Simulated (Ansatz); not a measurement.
**TaS2 (database structure): how the settings move a single-point run**

Aim: see which settings change the result for TaS2 (database structure), by how much, and at what cost.

Method: reference: DFT PBE, plane waves, PAW, scalar-relativistic, no spin polarisation, in Ansatz 0.2.0.

### Step 1. The system as given

Symmetry: P-3m1, No. 164, trigonal system. The conventional cell has a = 3.313 Å, b = 3.313 Å, c = 5.794 Å, α = 90.00°, β = 90.00°, γ = 120.00°. Ta (site symmetry -3m) has 6 S at 2.40 Å as nearest neighbours. S (site symmetry 3m) is surrounded by 3 Ta at 2.40 Å.

As a file:

```cif
data_structure
_symmetry_space_group_name_H-M 'P-3m1'
_symmetry_Int_Tables_number 164
_cell_length_a 3.3125
_cell_length_b 3.3125
_cell_length_c 5.7944
_cell_angle_alpha 90.000
_cell_angle_beta 90.000
_cell_angle_gamma 120.000
_cell_volume 55.06
loop_
_atom_site_label
_atom_site_type_symbol
_atom_site_symmetry_multiplicity
_atom_site_Wyckoff_symbol
_atom_site_fract_x
_atom_site_fract_y
_atom_site_fract_z
_atom_site_occupancy
Ta1 Ta 1 a 0.00000 0.00000 0.00000 1
S1 S 2 d 0.33333 0.66667 0.25000 1
```

### Step 2. The reference run

Contents of input.yaml:

```yaml
crystal:
  lattice:
    - [3.31250716, 0.0, 0.0]
    - [-1.65625358, 2.8687202, 0.0]
    - [0.0, 0.0, 5.79441552]
  atoms:
    - { symbol: Ta, position: [0.0, 0.0, 0.0] }
    - { symbol: S, position: [0.3333, 0.6667, 0.25] }
    - { symbol: S, position: [0.6667, 0.3333, 0.75] }
  symmetry: { tolerance: 0.0003 }
kpoints:
  mp_grid: { grid: [6, 6, 3], shift: [0, 0, 0] }
magnetization:
  spin_polarized: false
scf:
  occupations: { method: gaussian, width: 0.0367 }
hamiltonian:
  pseudopotentials: { kind: paw }
  xc: pbe
basis:
  ecutwfc: 420
output:
  forces: true
  stress: true
  eigenvalues: true
```

Command:

```sh
> ansatz run input.yaml --threads 1 --pin off --max-ram 2560MiB --backend cpu --events-out ev --progress --plain --runs-dir out
```

### Step 3. Changing settings: mp_grid.grid [5, 5, 2], occupations.method methfessel_paxton, occupations.width 0.025, ecutwfc 350 eV

input.yaml, as its differences from that of step 2:

```diff
@@ -11,3 +11,3 @@
 kpoints:
-  mp_grid: { grid: [6, 6, 3], shift: [0, 0, 0] }
+  mp_grid: { grid: [5, 5, 2], shift: [0, 0, 0] }
 magnetization:
@@ -15,3 +15,3 @@
 scf:
-  occupations: { method: gaussian, width: 0.0367 }
+  occupations: { method: methfessel_paxton, width: 0.025 }
 hamiltonian:
@@ -20,3 +20,3 @@
 basis:
-  ecutwfc: 420
+  ecutwfc: "350 eV"
 output:
@@ -25 +25,5 @@
   eigenvalues: true
+  write_density: true
+  write_potential: true
+  elf: true
+  volumetric_format: npy
```

### Step 4. Changing settings: chi_scale 0.3, ecutwfc 350 eV

input.yaml, as its differences from that of step 2:

```diff
@@ -16,2 +16,3 @@
   occupations: { method: gaussian, width: 0.0367 }
+  initial_density: { chi_scale: 0.3 }
 hamiltonian:
@@ -20,3 +21,3 @@
 basis:
-  ecutwfc: 420
+  ecutwfc: "350 eV"
 output:
@@ -25 +26,5 @@
   eigenvalues: true
+  write_density: true
+  write_potential: true
+  elf: true
+  volumetric_format: npy
```

### Step 5. Variant: occupations.width 0.001, chi_scale 0.1, ecutwfc 600 eV

input.yaml, as its differences from that of step 2:

```diff
@@ -15,3 +15,4 @@
 scf:
-  occupations: { method: gaussian, width: 0.0367 }
+  occupations: { method: gaussian, width: 0.001 }
+  initial_density: { chi_scale: 0.1 }
 hamiltonian:
@@ -20,3 +21,3 @@
 basis:
-  ecutwfc: 420
+  ecutwfc: "600 eV"
 output:
```

### Step 6. Changing settings: symmetry.detect false, mp_grid.grid [2, 2, 1], dispersion d3bj, tolerance left out

input.yaml, as its differences from that of step 2:

```diff
@@ -9,5 +9,5 @@
     - { symbol: S, position: [0.6667, 0.3333, 0.75] }
-  symmetry: { tolerance: 0.0003 }
+  symmetry: { detect: false }
 kpoints:
-  mp_grid: { grid: [6, 6, 3], shift: [0, 0, 0] }
+  mp_grid: { grid: [2, 2, 1], shift: [0, 0, 0] }
 magnetization:
@@ -19,2 +19,3 @@
   xc: pbe
+  dispersion: d3bj
 basis:
@@ -25 +26,5 @@
   eigenvalues: true
+  write_density: true
+  write_potential: true
+  elf: true
+  volumetric_format: npy
```

What does the calculation give? Wanted: for each run, ending; energy change; pressure; gap; force.

**Answer**, as computed:

| run | ending | energy change | pressure (GPa) | gap (eV) | force (eV/Å) | cycles | time |
| --- | --- | --- | --- | --- | --- | --- | --- |
| reference | converged | 0 | 14.9 | 0.00 | 1.81 | 6 | 1.9 s |
| 1: mp_grid.grid [5, 5, 2], occupations.method methfessel_paxton, occupations.width 0.025, ecutwfc 350 eV | converged | -4.7 meV/atom (σ→0) | 15.5 | 0.00 | 1.74 | 6 | 1 s |
| 2: chi_scale 0.3, ecutwfc 350 eV | converged | +3.0 meV/atom | 14.9 | 0.00 | 1.82 | 10 | 2.4 s |
| 3: occupations.width 0.001, chi_scale 0.1, ecutwfc 600 eV | converged | -0.5 meV/atom (σ→0) | 14.8 | 0.00 | 1.82 | 7 | 2.1 s |
| 4: symmetry.detect false, mp_grid.grid [2, 2, 1], dispersion d3bj, tolerance left out | converged | +36.7 meV/atom (offset of the dispersion model) | 16.0 | 0.00 | 2.67 | 10 | 0.97 s |

Times don't compare one to one where runs were asked for different outputs or read a saved state (see the inputs); cycles may leave out searches for a lower state.

Residual by cycle in the longest SCF loop of each run; runs are numbered as in the table. The quantity is the density residual dr2, in eV.

| cycle | reference | run 1 | run 2 | run 3 | run 4 |
| --- | --- | --- | --- | --- | --- |
| 1 | 0.00326 | 0.00781 | 119 | 6.78 | 0.168 |
| 2 | 0.00249 | 0.00184 | 4.38 | 0.465 | 0.0214 |
| 3 | 8.4e-5 | 1.5e-4 | 1.88 | 0.0511 | 0.00853 |
| 4 | 7.8e-6 | 8.3e-6 | 0.193 | 9.5e-4 | 0.00265 |
| 5 | 8.0e-7 | 8.1e-8 | 0.0106 | 1.8e-5 | 0.00184 |
| 6 | 4.6e-8 | 7.8e-10 | 7.9e-4 | 9.1e-7 | 1.1e-4 |
| 7 | - | - | 5.6e-5 | 3.2e-8 | 3.8e-6 |
| 8 | - | - | 6.2e-6 | - | 3.0e-7 |
| 9 | - | - | 1.8e-7 | - | 6.4e-7 |
| 10 | - | - | 2.1e-10 | - | 1.5e-8 |

**Reading.** Runs 1 and 2 ran under the cutoff that the potentials recommend, as the log warns, so basis error is mixed into their values. The structure is not at rest: the sound run finds 15 GPa, so these are no properties of the relaxed crystal. 

The reference is no final answer either: it is run without spin, though an odd electron count or open d shells could carry moments; its mesh is coarse for a cell with so small a gap or none.
